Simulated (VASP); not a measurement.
# Core-hole spectrum of BP, part 2 of 5

Aim: an X-ray absorption edge of BP by the supercell core-hole method. The cell has space group F-43m. The start is a cell from a database of measured crystal structures.

VASP 6.6.1, plane waves and PAW; the level of theory is named at each step.

So far: Starting point; Supercell without a hole.

### Step 2. Supercell without a hole (continued)

Level of this step: LDA; plane waves and PAW (P, P, B) (VASP).

OUTCAR, selected parts (step 2):

```text
ion  position               nearest neighbor table
   1  0.250  0.250  0.250-  41 1.97  38 1.97  40 1.97  32 1.97
   2  0.250  0.250  0.583-  33 1.97  39 1.97  41 1.97  42 1.97
   3  0.250  0.250  0.917-  40 1.97  37 1.97  31 1.97  42 1.97
   4  0.250  0.583  0.250-  35 1.97  41 1.97  43 1.97  44 1.97
   5  0.250  0.583  0.583-  36 1.97  42 1.97  44 1.97  45 1.97
   6  0.250  0.583  0.917-  34 1.97  40 1.97  43 1.97  45 1.97
   7  0.250  0.917  0.250-  38 1.97  37 1.97  29 1.97  44 1.97
   8  0.250  0.917  0.583-  30 1.97  38 1.97  39 1.97  45 1.97
   9  0.250  0.917  0.917-  37 1.97  28 1.97  39 1.97  43 1.97
  10  0.583  0.250  0.250-  41 1.97  47 1.97  49 1.97  50 1.97
  11  0.583  0.250  0.583-  48 1.97  42 1.97  50 1.97  51 1.97
  12  0.583  0.250  0.917-  40 1.97  46 1.97  49 1.97  51 1.97
  13  0.583  0.583  0.250-  52 1.97  50 1.97  44 1.97  53 1.97
  14  0.583  0.583  0.583-  45 1.97  51 1.97  53 1.97  54 1.97
  15  0.583  0.583  0.917-  54 1.97  49 1.97  43 1.97  52 1.97
  16  0.583  0.917  0.250-  38 1.97  46 1.97  47 1.97  53 1.97
  17  0.583  0.917  0.583-  54 1.97  47 1.97  39 1.97  48 1.97
  18  0.583  0.917  0.917-  37 1.97  46 1.97  48 1.97  52 1.97
  19  0.917  0.250  0.250-  32 1.97  31 1.97  29 1.97  50 1.97
  20  0.917  0.250  0.583-  30 1.97  32 1.97  33 1.97  51 1.97
  21  0.917  0.250  0.917-  31 1.97  28 1.97  33 1.97  49 1.97
  22  0.917  0.583  0.250-  32 1.97  34 1.97  35 1.97  53 1.97
  23  0.917  0.583  0.583-  54 1.97  35 1.97  33 1.97  36 1.97
  24  0.917  0.583  0.917-  31 1.97  34 1.97  36 1.97  52 1.97
  25  0.917  0.917  0.250-  29 1.97  28 1.97  35 1.97  47 1.97
  26  0.917  0.917  0.583-  29 1.97  30 1.97  36 1.97  48 1.97
  27  0.917  0.917  0.917-  28 1.97  30 1.97  34 1.97  46 1.97
  28  0.000  0.000  0.000-  27 1.97  21 1.97  25 1.97   9 1.97
  29  0.000  0.000  0.333-  25 1.97  19 1.97   7 1.97  26 1.97
  30  0.000  0.000  0.667-   8 1.97  20 1.97  26 1.97  27 1.97
  31  0.000  0.333  0.000-  21 1.97  19 1.97   3 1.97  24 1.97
  32  0.000  0.333  0.333-  19 1.97   1 1.97  20 1.97  22 1.97
  33  0.000  0.333  0.667-   2 1.97  20 1.97  21 1.97  23 1.97
  34  0.000  0.667  0.000-   6 1.97  22 1.97  24 1.97  27 1.97
  35  0.000  0.667  0.333-   4 1.97  22 1.97  23 1.97  25 1.97
  36  0.000  0.667  0.667-   5 1.97  24 1.97  26 1.97  23 1.97
  37  0.333  0.000  0.000-   9 1.97   7 1.97   3 1.97  18 1.97
  38  0.333  0.000  0.333-   7 1.97   1 1.97   8 1.97  16 1.97
  39  0.333  0.000  0.667-   2 1.97   8 1.97   9 1.97  17 1.97
  40  0.333  0.333  0.000-   3 1.97   1 1.97   6 1.97  12 1.97
  41  0.333  0.333  0.333-   1 1.97   2 1.97   4 1.97  10 1.97
  42  0.333  0.333  0.667-   2 1.97   3 1.97   5 1.97  11 1.97
  43  0.333  0.667  0.000-   4 1.97   6 1.97   9 1.97  15 1.97
  44  0.333  0.667  0.333-   4 1.97   5 1.97   7 1.97  13 1.97
  45  0.333  0.667  0.667-  14 1.97   8 1.97   6 1.97   5 1.97
  46  0.667  0.000  0.000-  12 1.97  16 1.97  18 1.97  27 1.97
  47  0.667  0.000  0.333-  10 1.97  16 1.97  17 1.97  25 1.97
  48  0.667  0.000  0.667-  11 1.97  18 1.97  26 1.97  17 1.97
  49  0.667  0.333  0.000-  10 1.97  12 1.97  15 1.97  21 1.97
  50  0.667  0.333  0.333-  10 1.97  11 1.97  13 1.97  19 1.97
  51  0.667  0.333  0.667-  14 1.97  12 1.97  20 1.97  11 1.97
  52  0.667  0.667  0.000-  13 1.97  18 1.97  24 1.97  15 1.97
  53  0.667  0.667  0.333-  14 1.97  16 1.97  22 1.97  13 1.97
  54  0.667  0.667  0.667-  15 1.97  17 1.97  23 1.97  14 1.97

  LATTYP: Found a face centered cubic cell.
 ALAT       =    13.6140000000

 Subroutine GETGRP returns: Found 24 space group operations
 (whereof 24 operations were pure point group operations)

The static configuration has the point symmetry T_d .

 Found      4 irreducible k-points:

   k-points           NKPTS =      4   k-points in BZ     NKDIM =      4   number of bands    NBANDS=    136

   dimension x,y,z NGX =    64 NGY =   64 NGZ =   64
   dimension x,y,z NGXF=   128 NGYF=  128 NGZF=  128

   ENCUT  =  400.0 eV  29.40 Ry    5.42 a.u.  15.70 15.70 15.70*2*pi/ulx,y,z

   NELECT =     216.0000    total number of electrons

 k-points in reciprocal lattice and weights: Automatic mesh
   0.00000000  0.00000000  0.00000000       0.037
   0.33333333  0.00000000  0.00000000       0.296
   0.33333333  0.33333333  0.00000000       0.222
  -0.33333333  0.33333333  0.00000000       0.444

 the core state eigenenergies are
   1-  1s  -2070.5112  2s   -160.8386  2p   -111.2950
   2-  1s  -2070.5111  2s   -160.8386  2p   -111.2950
   3-  1s  -2070.5111  2s   -160.8386  2p   -111.2950
   4-  1s  -2070.5111  2s   -160.8386  2p   -111.2950
   5-  1s  -2070.5112  2s   -160.8386  2p   -111.2951
   6-  1s  -2070.5111  2s   -160.8386  2p   -111.2950
   7-  1s  -2070.5111  2s   -160.8386  2p   -111.2950
   8-  1s  -2070.5111  2s   -160.8386  2p   -111.2950
   9-  1s  -2070.5110  2s   -160.8386  2p   -111.2950
  10-  1s  -2070.5111  2s   -160.8386  2p   -111.2950
  11-  1s  -2070.5112  2s   -160.8386  2p   -111.2951
  12-  1s  -2070.5111  2s   -160.8386  2p   -111.2950
  13-  1s  -2070.5112  2s   -160.8386  2p   -111.2951
  14-  1s  -2070.5112  2s   -160.8386  2p   -111.2951
  15-  1s  -2070.5111  2s   -160.8386  2p   -111.2950
  16-  1s  -2070.5111  2s   -160.8386  2p   -111.2950
  17-  1s  -2070.5111  2s   -160.8386  2p   -111.2950
  18-  1s  -2070.5111  2s   -160.8386  2p   -111.2950
  19-  1s  -2070.5111  2s   -160.8386  2p   -111.2950
  20-  1s  -2070.5111  2s   -160.8386  2p   -111.2950
  21-  1s  -2070.5110  2s   -160.8386  2p   -111.2950
  22-  1s  -2070.5111  2s   -160.8386  2p   -111.2950
  23-  1s  -2070.5111  2s   -160.8386  2p   -111.2950
  24-  1s  -2070.5111  2s   -160.8386  2p   -111.2950
  25-  1s  -2070.5110  2s   -160.8386  2p   -111.2950
  26-  1s  -2070.5111  2s   -160.8386  2p   -111.2950
  27-  1s  -2070.5110  2s   -160.8386  2p   -111.2950
  28-  1s   -165.5285
  29-  1s   -165.5285
  30-  1s   -165.5285
  31-  1s   -165.5285
  32-  1s   -165.5285
  33-  1s   -165.5285
  34-  1s   -165.5285
  35-  1s   -165.5285
  36-  1s   -165.5285
  37-  1s   -165.5285
  38-  1s   -165.5285
  39-  1s   -165.5285
  40-  1s   -165.5285
  41-  1s   -165.5285
  42-  1s   -165.5285
  43-  1s   -165.5285
  44-  1s   -165.5285
  45-  1s   -165.5285
  46-  1s   -165.5285
  47-  1s   -165.5285
  48-  1s   -165.5285
  49-  1s   -165.5285
  50-  1s   -165.5285
  51-  1s   -165.5285
  52-  1s   -165.5285
  53-  1s   -165.5285
  54-  1s   -165.5285

 E-fermi :   7.4899

 k-point     1 :       0.0000    0.0000    0.0000
  band No.  band energies     occupation
    ...
    104       5.7876      2.00000
    105       5.7876      2.00000
    106       7.2585      2.00000
    107       7.2585      2.00000
    108       7.2585      2.00000
    109       8.5962      0.00000
    110       8.5962      0.00000
    111       8.5962      0.00000
    112       8.5962      0.00000
    113       8.5962      0.00000
    ...

 k-point     2 :       0.3333    0.0000    0.0000
  band No.  band energies     occupation
    ...
    104       5.7214      2.00000
    105       6.2815      2.00000
    106       6.2815      2.00000
    107       6.9046      2.00000
    108       6.9046      2.00000
    109       8.9614      0.00000
    110       8.9614      0.00000
    111       8.9614      0.00000
    112       9.2899      0.00000
    113       9.2899      0.00000
    ...

 k-point     3 :       0.3333    0.3333    0.0000
  band No.  band energies     occupation
    ...
    104       6.3210      2.00000
    105       6.3418      2.00000
    106       6.3418      2.00000
    107       6.3418      2.00000
    108       6.3418      2.00000
    109       8.4755      0.00000
    110       9.1005      0.00000
    111       9.2229      0.00000
    112       9.9728      0.00000
    113       9.9728      0.00000
    ...

  Total      -17.1018234    -17.1018234    -17.1018234     -0.0000000     -0.0000000      0.0000000
  in kB      -43.4365930    -43.4365930    -43.4365930     -0.0000000     -0.0000000      0.0000000
  external PRESSURE =     -43.4365930 kB  Pullay stress =       0.0000000 kB

  energy-cutoff  :      400.00
  volume of cell :      630.81
      direct lattice vectors                 reciprocal lattice vectors
     0.000000000  6.807000000  6.807000000    -0.073453798  0.073453798  0.073453798
     6.807000000  0.000000000  6.807000000     0.073453798 -0.073453798  0.073453798
     6.807000000  6.807000000  0.000000000     0.073453798  0.073453798 -0.073453798

 POSITION                                       TOTAL-FORCE (eV/Angst)
 -----------------------------------------------------------------------------------
      3.40350      3.40350      3.40350        -0.000000      0.000000      0.000000
      5.67250      5.67250      3.40350        -0.000239     -0.000239      0.000047
      7.94150      7.94150      3.40350         0.000239      0.000239      0.000047
      5.67250      3.40350      5.67250        -0.000239      0.000047     -0.000239
      7.94150      5.67250      5.67250         0.000521     -0.000521     -0.000521
     10.21050      7.94150      5.67250        -0.000047      0.000239     -0.000239
      7.94150      3.40350      7.94150         0.000239      0.000047      0.000239
     10.21050      5.67250      7.94150        -0.000047     -0.000239      0.000239
     12.47950      7.94150      7.94150        -0.000579      0.000579      0.000579
      3.40350      5.67250      5.67250         0.000047     -0.000239     -0.000239
      5.67250      7.94150      5.67250        -0.000521      0.000521     -0.000521
      7.94150     10.21050      5.67250         0.000239     -0.000047     -0.000239
      5.67250      5.67250      7.94150        -0.000521     -0.000521      0.000521
      7.94150      7.94150      7.94150         0.000521      0.000521      0.000521
     10.21050     10.21050      7.94150        -0.000000      0.000000      0.000622
      7.94150      5.67250     10.21050         0.000239     -0.000239     -0.000047
     10.21050      7.94150     10.21050        -0.000000      0.000622      0.000000
     12.47950     10.21050     10.21050        -0.000622      0.000000      0.000000
      3.40350      7.94150      7.94150         0.000047      0.000239      0.000239
      5.67250     10.21050      7.94150        -0.000239     -0.000047      0.000239
      7.94150     12.47950      7.94150         0.000579     -0.000579      0.000579
      5.67250      7.94150     10.21050        -0.000239      0.000239     -0.000047
      7.94150     10.21050     10.21050         0.000622      0.000000      0.000000
     10.21050     12.47950     10.21050        -0.000000     -0.000622      0.000000
      7.94150      7.94150     12.47950         0.000579      0.000579     -0.000579
     10.21050     10.21050     12.47950        -0.000000      0.000000     -0.000622
     12.47950     12.47950     12.47950        -0.000579     -0.000579     -0.000579
      0.00000      0.00000      0.00000        -0.000000      0.000000      0.000000
      2.26900      2.26900      0.00000         0.000140      0.000140     -0.000081
      4.53800      4.53800      0.00000        -0.000140     -0.000140     -0.000081
      2.26900      0.00000      2.26900         0.000140     -0.000081      0.000140
      4.53800      2.26900      2.26900        -0.000402      0.000402      0.000402
      6.80700      4.53800      2.26900         0.000081     -0.000140      0.000140
      4.53800      0.00000      4.53800        -0.000140     -0.000081     -0.000140
      6.80700      2.26900      4.53800         0.000081      0.000140     -0.000140
      9.07600      4.53800      4.53800         0.000250     -0.000250     -0.000250
      0.00000      2.26900      2.26900        -0.000081      0.000140      0.000140
      2.26900      4.53800      2.26900         0.000402     -0.000402      0.000402
      4.53800      6.80700      2.26900        -0.000140      0.000081      0.000140
      2.26900      2.26900      4.53800         0.000402      0.000402     -0.000402
      4.53800      4.53800      4.53800        -0.000402     -0.000402     -0.000402
      6.80700      6.80700      4.53800         0.000000      0.000000     -0.001583
      4.53800      2.26900      6.80700        -0.000140      0.000140      0.000081
      6.80700      4.53800      6.80700         0.000000     -0.001583      0.000000
      9.07600      6.80700      6.80700         0.001583      0.000000      0.000000
      0.00000      4.53800      4.53800        -0.000081     -0.000140     -0.000140
      2.26900      6.80700      4.53800         0.000140      0.000081     -0.000140
      4.53800      9.07600      4.53800        -0.000250      0.000250     -0.000250
      2.26900      4.53800      6.80700         0.000140     -0.000140      0.000081
      4.53800      6.80700      6.80700        -0.001583      0.000000      0.000000
      6.80700      9.07600      6.80700         0.000000      0.001583      0.000000
      4.53800      4.53800      9.07600        -0.000250     -0.000250      0.000250
      6.80700      6.80700      9.07600         0.000000      0.000000      0.001583
      9.07600      9.07600      9.07600         0.000250      0.000250      0.000250
 -----------------------------------------------------------------------------------
    total drift:                                0.000000      0.000000      0.000000

  FREE ENERGIE OF THE ION-ELECTRON SYSTEM (eV)
  ---------------------------------------------------
  free  energy   TOTEN  =      -384.9629344636 eV

  energy  without entropy=     -384.9629344636  energy(sigma->0) =     -384.96293446

[... 1 further part left out ...]
```

These are scalar-relativistic Kohn-Sham levels of the ground state, with no core hole, so they are not binding energies. The PAW data sets were made with PBE, though LDA sets exist; this is a small mismatch.

This step gave:

- free energy (TOTEN): -384.9629 eV
- Fermi energy: 7.490 eV
- pressure: -4.344 GPa

The two shallowest core shells; atoms whose shallowest level rounds to another's at 0.01 eV are left out. Core levels, by row:

```
atom  shell  level below the valence-band top (eV)
  P1     2s                                  168.1
  P1     2p                                  118.6
 B28     1s                                  172.8
```

[end of part 2 of 5]

[Lines on the potential files, build, host, timing and source positions are cut from VASP's logs without a mark.]

[Logs are printed without paths, hosts, clocks, repeated set-up lines and the standing remarks that a program may print on its own settings, such as how far it seeks lower states.]

[Hosts, paths, dates, database ids (printed as entryN), source tags and the programs' standing remarks are cut or masked in the printed files.]
